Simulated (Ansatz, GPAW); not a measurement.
Cs₂SnI₆: GLLB-SC, run from Python

These are simulated results from GPAW 26.7.0, not measurements. The cell was built from a prototype and was relaxed with r2SCAN in plane waves (Ansatz 0.2.0). It may be hypothetical. All runs are without spin polarisation.

Space group Fm-3m (No. 225), cubic; conventional cell a = 11.841 Å, 46.11 Å³ an atom. Around Cs lie 12 I at 4.19 Å; around Sn lie 6 I at 2.88 Å; around I lie 1 Sn at 2.88 Å and 4 Cs at 4.19 Å.

GLLB-SC is a model potential. Its fundamental gap is the Kohn-Sham gap plus a derivative discontinuity, which the script evaluates at the band edges among the listed k points. Its total energy isn't variational and serves nothing here.

run.py reads:

```python
import json
from ase import Atoms
from gpaw import GPAW, PW, FermiDirac

atoms = Atoms(['Cs', 'Cs', 'Sn', 'I', 'I', 'I', 'I', 'I', 'I'],
              cell=[[0.0, 5.92038829, 5.92038829], [5.92038829, 0.0, 5.92038829], [5.92038829, 5.92038829, 0.0]],
              scaled_positions=[[0.25, 0.25, 0.25], [0.75, 0.75, 0.75], [0.0, 0.0, 0.0], [0.243647654, 0.756352346, 0.756352346], [0.243647654, 0.756352346, 0.243647654], [0.756352346, 0.243647654, 0.756352346], [0.756352346, 0.243647654, 0.243647654], [0.756352346, 0.756352346, 0.243647654], [0.243647654, 0.243647654, 0.756352346]],
              pbc=True)
calc = GPAW(mode=PW(400), xc='GLLBSC', kpts={'size': (4, 4, 4), 'gamma': True},
            occupations=FermiDirac(0.02), maxiter=100, legacy_gpaw=True, txt='gpaw.txt')
atoms.calc = calc
res = {'energy': atoms.get_potential_energy(force_consistent=True)}
res['electrons'] = calc.get_number_of_electrons()
res['k'] = calc.get_ibz_k_points().tolist()
res['levels'] = [calc.get_eigenvalues(kpt=i).tolist() for i in range(len(res['k']))]
points = [[0.0, 0.0, 0.0], [0.5, 0.0, 0.5], [0.625, 0.25, 0.625], [0.375, 0.375, 0.75], [0.5, 0.5, 0.5], [0.5, 0.25, 0.75]]
bands = calc.fixed_density(kpts=points, symmetry='off', nbands=round(res['electrons']) // 2 + 6, convergence={'bands': -2}, txt='bands.txt')
res['points'] = [bands.get_eigenvalues(kpt=i).tolist() for i in range(len(points))]
homo, lumo = bands.get_homo_lumo()
potential = calc.hamiltonian.xc.response.calculate_discontinuity_potential(homo, lumo)
res['discontinuity'] = bands.hamiltonian.xc.response.calculate_discontinuity(potential)
json.dump(res, open('results.json', 'w'))
print('free energy (eV):', round(res['energy'], 5))
```

Command: `python run.py`. It took 2.1 min on 1 thread of Arm Neoverse V2 (shared host), peak memory 0.47 GiB.

The log gpaw.txt, trimmed of paths, versions and times, then the last line on the terminal. An iter line gives the energy in eV and the logarithms of the changes of orbitals (plane waves alone) and density (c: converged):

```
___ ___ ___ _ _ _
 |   |   |_  | | | |

 | | | | | . | | | |

 |__ |  _|___|_____|  26.7.0
 |___|_|

Input parameters:
  kpts: {gamma: True,
         size: (4, 4, 4)}
  maxiter: 100
  mode: {ecut: 400.0,
         name: pw}
  occupations: {fixmagmom: False,
                name: fermi-dirac,
                width: 0.02}
  xc: GLLBSC

System changes: positions, numbers, cell, pbc, initial_charges, initial_magmoms

Initialize ...

species:
  Cs:
    name:    Caesium
    Z:       55.0
    valence: 9
    core:    46
    charge:  0.0  # [|e|]
    compensation charges:
      type: gauss
      rc: 0.33  # [Å]
      lmax: 2
    cutoffs:
      filter: 2.06  # [Å]
      core: 2.51  # [Å]
    projectors
    | kind |    occ | energy [eV] | rcut [Å] |

    |------|--------|-------------|----------|

    |   5s |  2.000 |     -26.300 |    1.164 |

    |   6s |  1.000 |      -2.756 |    1.164 |

    |   5p |  6.000 |     -13.212 |    1.058 |

    |    p |        |      13.999 |    1.058 |

    |    d |        |       0.000 |    1.058 |

    Using partial waves for Cs as LCAO basis

  Sn:
    name:    Tin
    Z:       50.0
    valence: 14
    core:    36
    charge:  0.0  # [|e|]
    compensation charges:
      type: gauss
      rc: 0.38  # [Å]
      lmax: 2
    cutoffs:
      filter: 2.23  # [Å]
      core: 2.35  # [Å]
    projectors
    | kind |    occ | energy [eV] | rcut [Å] |

    |------|--------|-------------|----------|

    |   5s |  2.000 |     -11.581 |    1.201 |

    |   5p |  2.000 |      -5.035 |    1.270 |

    |   4d | 10.000 |     -27.256 |    1.185 |

    |    s |        |      15.630 |    1.201 |

    |    p |        |      22.176 |    1.270 |

    |    d |        |      -0.045 |    1.185 |

    Using partial waves for Sn as LCAO basis

  I:
    name:    Iodine
    Z:       53.0
    valence: 7
    core:    46
    charge:  0.0  # [|e|]
    compensation charges:
      type: gauss
      rc: 0.37  # [Å]
      lmax: 2
    cutoffs:
      filter: 2.06  # [Å]
      core: 2.96  # [Å]
    projectors
    | kind |    occ | energy [eV] | rcut [Å] |

    |------|--------|-------------|----------|

    |   5s |  2.000 |     -20.049 |    1.164 |

    |   5p |  5.000 |     -10.166 |    1.164 |

    |    s |        |       7.162 |    1.164 |

    |    p |        |      17.045 |    1.164 |

    |    d |        |       0.000 |    1.164 |

    Using partial waves for I as LCAO basis

Reference energy: -1752124.679013  # eV

Spin-paired calculation

Convergence criteria:
 Maximum [total energy] change in last 3 cyles: 0.0005 eV / valence electron
 Maximum integral of absolute [dens]ity change: 0.0001 electrons / valence electron
 Maximum integral of absolute [eigenst]ate change: 4e-08 eV^2 / valence electron
 Maximum number of scf [iter]ations: 100
 (Square brackets indicate name in SCF output, whereas a 'c' in
 the SCF output indicates the quantity has converged.)

Symmetries present (total): 48

  ( 1  0  0)  ( 1  0  0)  ( 1  0  0)  ( 1  0  0)  ( 1  0 -1)  ( 1  0 -1)
  ( 1  0 -1)  ( 1 -1  0)  ( 0  1  0)  ( 0  0  1)  ( 1  0  0)  ( 1 -1  0)
  ( 1 -1  0)  ( 1  0 -1)  ( 0  0  1)  ( 0  1  0)  ( 1 -1  0)  ( 1  0  0)

  ( 1  0 -1)  ( 1  0 -1)  ( 1 -1  0)  ( 1 -1  0)  ( 1 -1  0)  ( 1 -1  0)
[... 23 lines left out ...]
  (-1  0  1)  (-1  0  1)  (-1  0  0)  (-1  0  0)  (-1  0  0)  (-1  0  0)
  (-1  1  0)  (-1  0  0)  ( 0  0 -1)  ( 0 -1  0)  (-1  1  0)  (-1  0  1)
  (-1  0  0)  (-1  1  0)  ( 0 -1  0)  ( 0  0 -1)  (-1  0  1)  (-1  1  0)

64 k-points: 4 x 4 x 4 Monkhorst-Pack grid + [1/8,1/8,1/8]
8 k-points in the irreducible part of the Brillouin zone
       k-points in crystal coordinates                weights
   0:     0.00000000    0.00000000    0.00000000          1/64
   1:     0.25000000    0.25000000    0.00000000          6/64
   2:     0.25000000    0.25000000    0.25000000          8/64
   3:     0.50000000    0.25000000   -0.25000000          6/64
   4:     0.50000000    0.25000000    0.25000000         12/64
   5:     0.50000000    0.50000000    0.00000000          3/64
   6:     0.50000000    0.50000000    0.25000000         24/64
   7:     0.50000000    0.50000000    0.50000000          4/64

Wave functions: Plane wave expansion
  Cutoff energy: 400.000 eV
  Number of coefficients (min, max): 7488, 7631
  Pulay-stress correction: 0.000000 eV/Ang^3 (de/decut=0.000000)
  Using FFTW library
  ScaLapack parameters: grid=1x1, blocksize=None
  Wavefunction extrapolation:
    Improved wavefunction reuse through dual PAW basis

Occupation numbers: Fermi-Dirac:
  width: 0.0200  # eV

Eigensolver
   Davidson(niter=2)

Densities:
  Coarse grid: 40*40*40 grid
  Fine grid: 80*80*80 grid
  Total Charge: 0.000000

Density mixing:
  Method: separate
  Backend: msr1
  Linear mixing parameter: 0.05
  old densities: 10
  Width of damping distribution: 1.1
  Damping of long wavelength oscillations: 20

Hamiltonian:
  XC and Coulomb potentials evaluated on a 80*80*80 grid
  Using the GLLBSC Exchange-Correlation functional
  External potential:
    NoExternalPotential

XC parameters: GLLBSC functional being used consists of
  -----------------------------------------------------------------------
  | Weight | Module     | Description                                   |

  -----------------------------------------------------------------------
  |  1.000 | SCREENING  | GGA_X_PBE_SOL with 2 nearest neighbor stencil |

  |  1.000 | RESPONSE   | eps=0.0500 eV                                 |

  |  1.000 | XC         | GGA_C_PBE_SOL with 2 nearest neighbor stencil |

  -----------------------------------------------------------------------

Memory estimate:
  Process memory now: 136.98 MiB
  Calculator: 104.58 MiB
    Density: 34.49 MiB
      Arrays: 12.70 MiB
      Localized functions: 12.03 MiB
      Mixer: 9.77 MiB
    Hamiltonian: 8.63 MiB
      Arrays: 8.30 MiB
      XC: 0.00 MiB
      Poisson: 0.00 MiB
      vbar: 0.33 MiB
    Wavefunctions: 61.46 MiB
      Arrays psit_nG: 40.06 MiB
      Eigensolver: 5.87 MiB
      Projections: 0.64 MiB
      Projectors: 11.52 MiB
      PW-descriptor: 3.37 MiB

Total number of cores used: 1

Number of atoms: 9
Number of atomic orbitals: 43
Number of bands in calculation: 43
Number of valence electrons: 74
Bands to converge: occupied

... initialized

Initializing position-dependent things.

Density initialized from atomic densities
Creating initial wave functions:
  43 bands from LCAO basis set
Positions:
   0 Cs     2.960194    2.960194    2.960194    ( 0.0000,  0.0000,  0.0000)
   1 Cs     8.880582    8.880582    8.880582    ( 0.0000,  0.0000,  0.0000)
   2 Sn     0.000000    0.000000    0.000000    ( 0.0000,  0.0000,  0.0000)
   3 I      8.955799    5.920388    5.920388    ( 0.0000,  0.0000,  0.0000)
   4 I      5.920388    2.884977    5.920388    ( 0.0000,  0.0000,  0.0000)
   5 I      5.920388    8.955799    5.920388    ( 0.0000,  0.0000,  0.0000)
   6 I      2.884977    5.920388    5.920388    ( 0.0000,  0.0000,  0.0000)
   7 I      5.920388    5.920388    8.955799    ( 0.0000,  0.0000,  0.0000)
   8 I      5.920388    5.920388    2.884977    ( 0.0000,  0.0000,  0.0000)

Unit cell:
           periodic     x           y           z      points  spacing
  1. axis:    yes    0.000000    5.920388    5.920388    40     0.1709
  2. axis:    yes    5.920388    0.000000    5.920388    40     0.1709
  3. axis:    yes    5.920388    5.920388    0.000000    40     0.1709

  Lengths:   8.372693   8.372693   8.372693
  Angles:   60.000000  60.000000  60.000000

Effective grid spacing dv^(1/3) = 0.1865

iter:   1   -28.433856
iter:   2   -26.834894   -1.19  -1.24
iter:   3   -28.247437   -1.46  -1.21
iter:   4   -27.446788   -2.07  -1.07
iter:   5   -26.731878   -2.77  -1.08
iter:   6   -26.212771   -2.81  -1.24
iter:   7   -25.828543   -2.69  -1.45
iter:   8   -25.759553   -3.52  -2.03
iter:   9   -25.713331   -3.98  -2.52
iter:  10   -25.712876   -4.68  -2.98
iter:  11   -25.706279c  -5.40  -2.96
iter:  12   -25.717017c  -5.79  -3.06
iter:  13   -25.716026c  -7.02  -3.79
iter:  14   -25.716036c  -7.61c -3.86
iter:  15   -25.715813c  -7.96c -3.97
iter:  16   -25.716609c  -7.65c -4.04c

Converged after 16 iterations.

Energy contributions relative to reference atoms: (reference = -1752124.679013)

Kinetic:       +218.004193
Potential:     -208.633712
External:        +0.000000
XC:             -38.698894
Entropy (-ST):   -0.000000
Local:           +3.611804
SIC:             +0.000000
--------------------------
Free energy:    -25.716609
Extrapolated:   -25.716609

GLLBSC response reference energy: 0.70029 eV (from HOMO)

Showing only first 2 kpts
 Kpt  Band  Eigenvalues  Occupancy
  0    35      0.69964    2.00000
  0    36      0.69964    2.00000
  0    37      1.27431    0.00000
  0    38      5.17114    0.00000

  1    35      0.35025    2.00000
  1    36      0.69022    2.00000
  1    37      1.89262    0.00000
  1    38      5.43429    0.00000

Fermi level: 1.00774

Gap: 0.575 eV
Transition (v -> c):
  (s=0, k=0, n=36, [0.00, 0.00, 0.00]) -> (s=0, k=0, n=37, [0.00, 0.00, 0.00])
No difference between direct/indirect transitions

free energy (eV): -25.71661
```

The gap in the log is over the mesh alone; results.json adds the listed points. GLLB-SC gives a gap of 0.90 eV (0.575 eV Kohn-Sham over the listed points plus 0.322 eV discontinuity). On the same cell, plane-wave PBE (Ansatz, 4×4×4 k points and the special points) gives a gap of 0.20 eV and r2SCAN a gap of 0.46 eV; on shared hosts these took about 22 and 49 core-seconds on the 9-atom cell, against 120 for the script. Spin-orbit coupling, left out in all these runs, can cut or reorder the gap by tenths of an eV, up to about 1 eV with Pb or Bi.

Spin-orbit coupling is left out, which matters wherever the heavy atoms make up the band edges.
